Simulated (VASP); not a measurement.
Input of a VASP 6.6.1 run:

INCAR

```
SYSTEM = Cu
PREC = Accurate
ENCUT = 600
EDIFF = 1E-7
ISMEAR = 1
SIGMA = 0.1
LREAL = .FALSE.
LASPH = .TRUE.
NELM = 80
ALGO = Normal
ISIF = 2
LWAVE = .FALSE.
LCHARG = .FALSE.
GGA = CA
IBRION = 2
NSW = 40
EDIFFG = -0.01
```

File KPOINTS:

```
regular mesh
0
G
  18 18 18
  0 0 0
```

POSCAR

```
Cu                                      
1.0
    0.0000000000      1.7385798957      1.7385798957
    1.7385798957      0.0000000000      1.7385798957
    1.7385798957      1.7385798957      0.0000000000
  Cu            
     1
Direct
     0.0000000000000000    0.0000000000000000    0.0000000000000000
```

Potentials or basis: VASP PAW LDA potentials, release 64 (Cu).

Launch:

```console
$ cat potpaw_LDA.64/Cu/POTCAR > POTCAR
$ mpirun -np 1 vasp_std > vasp.out
```

(1) What does it give for the band gap on the k mesh?

Results:

(1) none (metal or under the smearing width).

Caveat: the relaxation stopped at its first step, so nothing moved.
